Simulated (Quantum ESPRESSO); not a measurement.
AlCu under changes of volume

One of the cells (13.466 Å³/atom); the others are scaled copies at fixed shape and fractional positions:

```
Cu Al
1.0
     2.99751    0.00000    0.00000
     0.00000    2.99751    0.00000
     0.00000    0.00000    2.99751
Cu Al
1 1
Direct
  0.50000 0.50000 0.50000
  0.00000 0.00000 0.00000
```

The cell comes from a database or a generator and needn't be the stable form of this composition.

- Program: Quantum ESPRESSO 7.5
- Functional: LDA
- Potentials or basis: GBRV 1.5 LDA
- Cutoff: 762 eV
- Density cutoff: 6095 eV
- k mesh: 9 × 9 × 9
- Occupations: fermi-dirac, width 0.05 eV
- Spin: no spin polarisation

```csv
volume (Å³/atom),energy over the lowest point (meV/atom),pressure (GPa)
12.658,0.00,-1.5
12.928,4.50,-4.2
13.197,13.06,-6.5
13.466,25.21,-8.5
13.736,40.59,-10.3
14.005,?,?
14.274,79.46,-13.3
```

What does the run at 14.005 Å³/atom give?

Energy over the lowest point 58.76 meV/atom; pressure -11.8 GPa.

Worked out: A Birch-Murnaghan fit of order 3 (a polynomial in V^(-2/3)) to the other rows has its minimum at 12.53 Å³/atom, just outside them, with B0 = V·E''(V) = 134 GPa and B' = 4.6. It gives 58.77 meV/atom at 14.005 Å³/atom, against the run's 58.76, and -dE/dV = -11.6 GPa, against -11.8.

Energies are extrapolated to zero smearing.
